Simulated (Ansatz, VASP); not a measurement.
**NiO: programs and potentials compared**

The starting cell:

```
Ni O
1.0
     0.00000    2.08590    2.08590
     2.08590    0.00000    2.08590
     2.08590    2.08590    0.00000
Ni O
1 1
Cartesian
  0.0000 0.0000 0.0000
  2.0859 2.0859 2.0859
```

Alike in all runs: task relaxation of cell and atoms; functional revPBE; k mesh 11 × 11 × 11; occupations fermi-dirac, width 0.05 eV; collinear spin, ferromagnetic start; no spin-orbit coupling. The measured crystal is an antiferromagnetic insulator; the state found here is the runs' own.

```json
{"program and potentials": "Ansatz, Ansatz PAW", "plane-wave cutoff (eV)": "420", "notes": "potentials made for PBE, which Ansatz adapts in part; 12 valence electrons an atom on average", "equilibrium volume (Å³/atom)": "9.66"}
{"program and potentials": "Ansatz, all-electron LAPW, scalar-relativistic", "plane-wave cutoff (eV)": "-", "notes": "-", "equilibrium volume (Å³/atom)": "9.67"}
{"program and potentials": "VASP, PBE PAW files Ni, O, 600 eV", "plane-wave cutoff (eV)": "600", "notes": "potentials made for PBE; 8 valence electrons an atom on average", "equilibrium volume (Å³/atom)": "9.63"}
```

The equilibrium volume spans 9.63 (VASP, PBE PAW files Ni, O, 600 eV) to 9.67 Å³/atom (Ansatz, all-electron LAPW, scalar-relativistic), with all-electron results at 9.67. Some sets were made for another functional than the one run, which can shift their rows. The state is the one that the start led to, which needn't be the lowest. Relaxations stop with a little pressure left, so the last digit of a volume isn't settled.

Differences between rows come from potentials, basis sets and numerical settings, since the functional is the same but for its coding. Runs on potential files found faulty are left out.
